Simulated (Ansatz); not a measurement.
Runs of Ansatz 0.2.0 on HgTe. Symmetry: Fm-3m, No. 225, cubic system. The conventional cell has a = 6.360 Å, b = 6.360 Å, c = 6.360 Å, α = 90.00°, β = 90.00°, γ = 90.00°. Hg (site symmetry m-3m) is surrounded by 6 Te at 3.18 Å. Around Te (site symmetry m-3m) lie 6 Hg at 3.18 Å. Measurements of this composition are mostly on another form, of space group No. 216.

```csv
task,level,potentials or basis,spin,cell,k mesh,cutoff (eV),smearing,points for each segment of the path,other keys,gap on the mesh (eV),pressure (GPa)
single point,revPBE+D4,Ansatz PAW,"SOC, no magnetisation",volume scaled by 1.08,7 × 7 × 7,420,fermi-dirac 0.05 eV,-,basis.xc_grid = 4; scf.algorithm = direct_min; …,none,-7.0
band structure,PBEsol+D4,Ansatz PAW,"non-collinear, ferromagnetic start, SOC",as given,7 × 7 × 7,420,tetrahedron,14,-,none,-7.5
single point,HSE03,Ansatz PAW,"SOC, no magnetisation",as given,5 × 5 × 5,420,cold 0.025 eV,-,-,none,-5.0
atomic charges,PBEsol+D3(BJ),Ansatz PAW polarizable,off,as given,7 × 7 × 7,420,methfessel-paxton 0.025 eV,-,-,none,(a)
density of states,HSE03,PseudoDojo standard (PBE files),off,as given,5 × 5 × 5,1120,fermi-dirac 0.1 eV,-,-,none,-5.0
```

**Question.** Estimate the missing entries.

**Answer.** (a) -8.3.

Caveats: the PAW data sets come from PBE, with cores solved anew for the run's functional, which leaves a small shift of forces and pressure (some runs); pairwise dispersion overbinds metals, which lowers pressure and volume (some runs); the thresholds are loose for stress (some runs); with tetrahedron occupations forces and stress needn't match the slope of the energy (some runs); the starting moments weren't kept (some runs); the potentials were made for another functional, which shifts forces and pressure (some runs).

A k mesh can miss the band edges, and rows without SOC leave out spin-orbit coupling on Hg, Te.

A gap of «none» marks a metal or a gap under the smearing width.

Runs at the PBE level aren't shown here.
